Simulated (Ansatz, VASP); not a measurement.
**Au in VASP and in Ansatz**

File INCAR:

```
  PREC = Accurate
  ENCUT = 520
  EDIFF = 1E-6
  ISMEAR = -1
  SIGMA = 0.05
  LREAL = False
  LASPH = True
  NELM = 60
  ALGO = Normal
  ISIF = 2
  LWAVE = False
  LCHARG = False
  MAGMOM = 0 0 0
  LORBIT = 11
  LSORBIT = True
  GGA_COMPAT = False
  LMAXMIX = 4
  METAGGA = R2SCAN
  LMIXTAU = True
  NBANDS = 22
```

KPOINTS

```
regular mesh
0
Gamma
  8 8 8
```

The input POSCAR:

```
Au
1.0
    0.0000000000      2.0350000000      2.0350000000
    2.0350000000      0.0000000000      2.0350000000
    2.0350000000      2.0350000000      0.0000000000
Au
1
Direct
    0.0000000000      0.0000000000      0.0000000000
```

Contents of KPOINTS_OPT:

```
path GXWKGLUWLK,UX
20
line-mode
reciprocal
 0.0000000000  0.0000000000  0.0000000000  G
 0.5000000000  0.0000000000  0.5000000000  X

 0.5000000000  0.0000000000  0.5000000000  X
 0.5000000000  0.2500000000  0.7500000000  W

 0.5000000000  0.2500000000  0.7500000000  W
 0.3750000000  0.3750000000  0.7500000000  K

 0.3750000000  0.3750000000  0.7500000000  K
 0.0000000000  0.0000000000  0.0000000000  G

 0.0000000000  0.0000000000  0.0000000000  G
 0.5000000000  0.5000000000  0.5000000000  L

 0.5000000000  0.5000000000  0.5000000000  L
 0.6250000000  0.2500000000  0.6250000000  U

 0.6250000000  0.2500000000  0.6250000000  U
 0.5000000000  0.2500000000  0.7500000000  W

 0.5000000000  0.2500000000  0.7500000000  W
 0.5000000000  0.5000000000  0.5000000000  L

 0.5000000000  0.5000000000  0.5000000000  L
 0.3750000000  0.3750000000  0.7500000000  K

 0.6250000000  0.2500000000  0.6250000000  U
 0.5000000000  0.0000000000  0.5000000000  X
```

The input input.yaml:

```yaml
crystal:
  lattice:
    - [0.0, 2.035, 2.035]
    - [2.035, 0.0, 2.035]
    - [2.035, 2.035, 0.0]
  atoms:
    - { symbol: Au, position: [0.0, 0.0, 0.0] }
hamiltonian:
  xc: r2scan
  pseudopotentials: { kind: paw_fr }
magnetization:
  noncollinear: true
  spin_orbit: true
kpoints:
  mp_grid: { grid: [8, 8, 8] }
  band_path:
    path:
      - [[0.0, 0.0, 0.0], [0.5, 0.0, 0.5], [0.5, 0.25, 0.75], [0.375, 0.375, 0.75], [0.0, 0.0, 0.0], [0.5, 0.5, 0.5], [0.625, 0.25, 0.625], [0.5, 0.25, 0.75], [0.5, 0.5, 0.5], [0.375, 0.375, 0.75]]
      - [[0.625, 0.25, 0.625], [0.5, 0.0, 0.5]]
    npoints: 14
scf:
  occupations: { method: fermi_dirac, width: 0.05 }
  n_extra_bands: 6
output:
  forces: true
  stress: true
  eigenvalues: true
  fatbands: true
```

Alike in both runs: task band structure; functional r2SCAN; k mesh 8 × 8 × 8; occupations fermi-dirac, width 0.05 eV; spin-orbit coupling, no magnetisation.

|  | VASP | Ansatz |
| --- | --- | --- |
| version | VASP 6.6.1 | Ansatz 0.2.0 |
| potentials or method | VASP PAW PBE potentials, release 64 (Au) | Ansatz PAW |
| plane-wave cutoff (eV) | 520 | 500 |
| valence electrons in the cell | 11 | 19 |

|  | VASP | Ansatz | Ansatz less VASP |
| --- | --- | --- | --- |
| gap on the k mesh at the Fermi level (eV) | none | none | - |
| pressure (GPa) | 7.1 | 6.4 | -0.74 |

A gap of «none» marks a metal or a gap that the smearing closes. The two sets of potentials don't hold the same shells in valence.

Caveats: the PAW data sets were made with another functional, which shifts forces and pressure a little (VASP); the PAW data sets come from PBE, with cores solved anew for the run's functional, which leaves a small shift of forces and pressure (Ansatz).
